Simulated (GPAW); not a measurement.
The system is Na.

```
Na
1.0
    -2.14100    2.14100    2.14100
     2.14100   -2.14100    2.14100
     2.14100    2.14100   -2.14100
Na
1
Cartesian
  0.0000 0.0000 0.0000
```

Base run:

* Program: GPAW 26.7.0
* Functional: LDA
* Potentials or basis: the program's PAW data sets (release 1.2.1) made for this functional
* Cutoff: 800 eV
* Basis: pw
* k mesh: 9 × 9 × 9
* Occupations: gaussian, width 0.05 eV
* Spin: no spin polarisation

Its results: pressure -1.1 GPa.

Problem. The run is repeated on the same cell with these changes: functional from LDA to RPBE; occupations from gaussian, width 0.05 eV to gaussian, width 0.02 eV. What comes out?

Solution. Pressure 0.0 GPa.
